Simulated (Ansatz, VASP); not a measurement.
# Two plane-wave programs on Nb

File POSCAR:

```
Nb
1.0
    2.9789315578      0.0000000000      0.0000000000
    0.0000000000      2.9789315578      0.0000000000
    0.0000000000      0.0000000000     25.5321135262
Nb
6
Direct
    0.5000000000      0.5000000000      0.2937477147
    0.0000000000      0.0000000000      0.3762486288
    0.5000000000      0.5000000000      0.4587495429
    0.0000000000      0.0000000000      0.5412504571
    0.5000000000      0.5000000000      0.6237513712
    0.0000000000      0.0000000000      0.7062522853
```

INCAR.step1

```
SYSTEM = Nb
ALGO = Normal
DIPOL = 0.5 0.5 0.500
EDIFF = 1E-4
ENCUT = 520
GGA = PE
IDIPOL = 3
ISMEAR = 0
LASPH = .True.
LCHARG = .False.
LDIPOL = .True.
LREAL = .False.
LWAVE = .True.
NBANDS = 48
NELM = 100
PREC = Accurate
SIGMA = 0.1
```

INCAR.step2

```
SYSTEM = Nb
ALGO = Normal
DIPOL = 0.5 0.5 0.500
EDIFF = 1E-7
ENCUT = 520
IDIPOL = 3
ISIF = 2
ISMEAR = 0
ISTART = 1
LASPH = .True.
LCHARG = .False.
LDIPOL = .True.
LMIXTAU = .True.
LREAL = .False.
LWAVE = .False.
METAGGA = R2SCAN
NBANDS = 48
NELM = 100
PREC = Accurate
SIGMA = 0.1
```

Contents of KPOINTS:

```
k-points
0
Gamma
  12 12 1
  0 0 0
```

Input for Ansatz:

```yaml
crystal:
  lattice:
    - [2.9789315578, 0.0, 0.0]
    - [0.0, 2.9789315578, 0.0]
    - [0.0, 0.0, 25.5321135262]
  atoms:
    - { symbol: Nb, position: [0.5, 0.5, 0.2937477147] }
    - { symbol: Nb, position: [0.0, 0.0, 0.3762486288] }
    - { symbol: Nb, position: [0.5, 0.5, 0.4587495429] }
    - { symbol: Nb, position: [0.0, 0.0, 0.5412504571] }
    - { symbol: Nb, position: [0.5, 0.5, 0.6237513712] }
    - { symbol: Nb, position: [0.0, 0.0, 0.7062522853] }
basis:
  ecutwfc: 500
kpoints:
  mp_grid: { grid: [12, 12, 1] }
hamiltonian:
  xc: r2scan
scf:
  occupations: { method: gaussian, width: 0.1 }
output:
  forces: true
  stress: true
  eigenvalues: true
  write_density: true
  write_potential: true
  elf: true
  volumetric_format: npy
efield:
  axis: 3
  dipole_correction: true
  ramp_width: 0.04
```

Alike in both runs: task single point; functional r2SCAN; k mesh 12 × 12 × 1; occupations gaussian, width 0.1 eV; no spin polarisation.

```csv
,VASP,Ansatz
version,VASP 6.6.1,Ansatz 0.2.0
potentials or method,"VASP PAW PBE potentials, release 64 (Nb_sv)","scalar-relativistic, plane waves, PAW"
plane-wave cutoff (eV),520,500
valence electrons in the cell,78,78
```

Ansatz gave:

| Property | Result |
| --- | --- |
| gap on the k mesh at the Fermi level (eV) | none |
| rms of the force components (eV/Å) | 0.284 |

Which values does VASP return?

gap on the k mesh at the Fermi level (eV): none; rms of the force components (eV/Å): 0.287.

Atom by atom the forces differ by 0.005 eV/Å (rms over components). A gap of «none» marks a metal or a gap that the smearing closes. The functional is the same, so the differences come from potentials, cutoffs and numerics. Ansatz warned: «xc_potential_rough_in_thin_density».

Caveats: the PAW data sets were made with another functional, which shifts forces and pressure a little (VASP).
